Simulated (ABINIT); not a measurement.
The system is BeS.

```
S Be
1.0
     0.00000    2.42500    2.42500
     2.42500    0.00000    2.42500
     2.42500    2.42500    0.00000
S Be
1 1
Direct
  0.75000 0.75000 0.75000
  0.00000 0.00000 0.00000
```

Base run:

```yaml
Program: ABINIT 10.8.3 (patched build)
Functional: LDA
Potentials_or_basis: JTH PAW LDA v2.0
Cutoff: 544 eV
k_mesh: 9 × 9 × 9
Occupations: fermi-dirac, width 0.05 eV
Spin: no spin polarisation
```

Its results: band gap on the k mesh 2.99 eV, indirect (least direct gap 5.52 eV).

Question: The run is repeated on the same cell with these changes: functional from LDA to TB-mBJ; cutoff from 544 eV to 653 eV; fine-grid cutoff from 1088.46 eV to 1251.72 eV. What comes out?

Answer: Band gap on the k mesh 4.20 eV, indirect (least direct gap 6.48 eV).

Caveats: the mesh misses the band edges, which the band path finds closer together; the constant c of TB-mBJ comes from the pseudo density here, which moves gaps by up to 0.3 eV between sets of potentials (some runs).
